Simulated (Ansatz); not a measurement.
**NaH: excitons and shallow donors from band masses and screening**

These are results of Ansatz, DFT PBE, scalar-relativistic, plane waves, PAW, not measurements.

Settings: cutoff 420 eV, Γ-centred mesh 8×8×8 on the computed 2-atom cell, Gaussian smearing of 0.02 eV; no spin polarisation.

Relaxed cell: Fm-3m, a = 4.832 Å, b = 4.832 Å, c = 4.832 Å, α = 90.00°, β = 90.00°, γ = 90.00°, 2 atoms in the primitive cell.

The calculation gives a Kohn–Sham gap of 3.76 eV, an electron mass of 0.475 mₑ and a hole mass of 1.25 mₑ (harmonic means over x, y, z and over the bands degenerate at each edge), and ε∞ = 3.17 (independent particles, mean of the diagonal).

Estimate the binding energy and radius of a Wannier–Mott exciton and of a shallow donor, and say whether the hydrogenic model can hold.

The reduced mass is μ = mₙmₕ/(mₙ + mₕ) = 0.344 mₑ, with mₙ and mₕ the band masses. With E_b = 13.606 eV × μ/ε² and a = 0.529 Å × ε/μ (μ in mₑ) the exciton has E_b = 465 meV and a = 4.9 Å. For a donor μ is the electron mass: 642 meV and 3.5 Å. The radius isn't large against the shortest lattice vector (3.42 Å), so the continuum picture is doubtful and the numbers are only a scale. In a polar crystal the ions screen too, so a state bound more weakly than an optical phonon feels the larger static constant, which lowers the energy and widens the orbit. The other way, the small Kohn–Sham gap and the missing local fields make ε∞ too large and the masses tend to be too light, which underbinds. The edges lie at different points of the zone, so the exciton is indirect.

Cost: 4 runs of about 0.35 core-minutes in all, on Intel Xeon Platinum 8488C (Sapphire Rapids) (shared hosts).